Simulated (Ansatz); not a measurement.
We consider zinc-blende AlSb, described by HSE06 (plane waves, PAW; Ansatz, a program for electronic structure).

Run with plane-wave cutoff 460 eV, 8×8×8 k mesh, Fermi–Dirac smearing 0.01 eV, scalar-relativistic PAW data made under PBE.

Response to compression and expansion:

```csv
V (Å³/atom),P (GPa),direct gap at Γ (eV),smallest gap on the k mesh (eV)
27.882,3.22,2.715,1.695
28.616,1.50,2.485,1.744
29.323,0.05,2.272,1.789
30.083,-1.32,2.052,1.832
30.817,-2.47,1.848,1.788
```

The fundamental gap (1.77 eV at the equilibrium volume, with added k points) lies elsewhere than Γ–Γ.

Measured, for comparison: band gap 1.73 eV (zero-point renormalisation of 35 meV (experimental, the table's column) added back here, indirect; inputs from Miglio et al. (2020), arXiv:2011.12765).

Spin–orbit coupling is not included; with these elements it can move the gap by several tenths of an eV or more.
